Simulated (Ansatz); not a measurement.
Runs of Ansatz 0.2.0 on MgSi. Symmetry: Cmcm, No. 63, orthorhombic system. Conventional cell: a = 3.005 Å, b = 10.852 Å, c = 4.340 Å, α = 90.00°, β = 90.00°, γ = 90.00°. Si (site symmetry m2m) has 4 Si at 2.66 to 3.01 Å and 7 Mg at 2.83 to 3.00 Å as nearest neighbours. Around Mg (site symmetry m2m) lie 7 Si at 2.83 to 3.00 Å and 6 Mg at 3.01 to 3.18 Å. The cell comes from a database or a generator and needn't be the stable form of this composition.

```csv
task,level,k mesh,cutoff (eV),points for each segment of the path,atoms under strain,gap on the mesh (eV),pressure (GPa),V0 of scaled cells (Å³/atom),B0 (GPa)
phonons,PBEsol,8 × 8 × 6,420,-,-,none,-,-,-
band structure,LDA,9 × 9 × 6,420,14,-,none,(a),-,-
equation of state,r2SCAN,9 × 9 × 6,500,-,-,-,-,17.37,(b)
equation of state,LDA,9 × 9 × 6,420,-,-,-,-,16.81,67
elastic constants,PBEsol,8 × 8 × 6,420,-,relaxed,none,-1.0,-,-
```

Alike in all rows: potentials or basis Ansatz PAW; no spin polarisation; cell as given; smearing fermi-dirac 0.05 eV.

**Question.** Fill in the values left out.

**Answer.** (a) -3.1; (b) 64.

Caveats: the PAW data sets come from PBE, with cores solved anew for the run's functional, which leaves a small shift of forces and pressure (some runs); the cell was scaled at fixed shape and fractional positions, which overstates the stiffness of a crystal with free parameters, most of all of layers and chains (some runs); the PAW data sets were made with another functional, which shifts forces and pressure a little (some runs); the elastic tensor has a negative eigenvalue, so either the cell is unstable as it stands or the mesh is too thin (some runs).

A gap of «none» marks a metal or a gap under the smearing width.
